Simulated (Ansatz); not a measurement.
MgF2:
```cif
data_F4Mg2
_chemical_formula_sum 'Mg2 F4'
_space_group_name_H-M_alt 'P 1'
_space_group_IT_number 1
_cell_length_a 4.63953
_cell_length_b 4.63953
_cell_length_c 3.06349
_cell_angle_alpha 90.000
_cell_angle_beta 90.000
_cell_angle_gamma 90.000
loop_
_space_group_symop_operation_xyz
  'x, y, z'
loop_
_atom_site_label
_atom_site_type_symbol
_atom_site_fract_x
_atom_site_fract_y
_atom_site_fract_z
_atom_site_occupancy
Mg1 Mg 0.50000 0.50000 0.50000 1
Mg2 Mg 0.00000 0.00000 0.00000 1
F1 F 0.69657 0.69657 0.00000 1
F2 F 0.30343 0.30343 0.00000 1
F3 F 0.80343 0.19657 0.50000 1
F4 F 0.19657 0.80343 0.50000 1
```

Relaxed with PBEsol.

Task: Give the optical modes at the zone centre with their infrared activity from DFPT, DFT-PBEsol in the program Ansatz with PAW potentials.

Result: Transverse frequencies, without the LO–TO term; a row sums one degenerate level.

| ω (cm⁻¹) | degeneracy | IR ((D/Å)²/amu) | activity | symmetry |
|---|---|---|---|---|
| 84 | 1 | 0.00 | IR-inactive | B1g |
| 199 | 1 | 0.00 | IR-inactive | B1u |
| 234 | 2 | 7.54 | IR | Eu |
| 286 | 1 | 0.00 | IR-inactive | A2g |
| 286 | 2 | 0.00 | IR-inactive | Eg |
| 395 | 1 | 13.40 | IR | A2u |
| 396 | 1 | 0.00 | IR-inactive | A1g |
| 402 | 2 | 2.50 | IR | Eu |
| 417 | 1 | 0.00 | IR-inactive | B1u |
| 443 | 2 | 14.77 | IR | Eu |
| 500 | 1 | 0.00 | IR-inactive | B2g |

Task: How high does the top mode go among those that the LO–TO term moves?

Result: 603 cm⁻¹ for q along x, 603 cm⁻¹ for q along y, 605 cm⁻¹ for q along z.

Space group P4_2/mnm (rutile). The PBEsol relaxation kept the symmetry of its start.

Potentials: the earlier of the program's two PAW sets. The files were generated under PBE; for other functionals the program regenerates the frozen cores, and for LDA and PBEsol the local potential too.
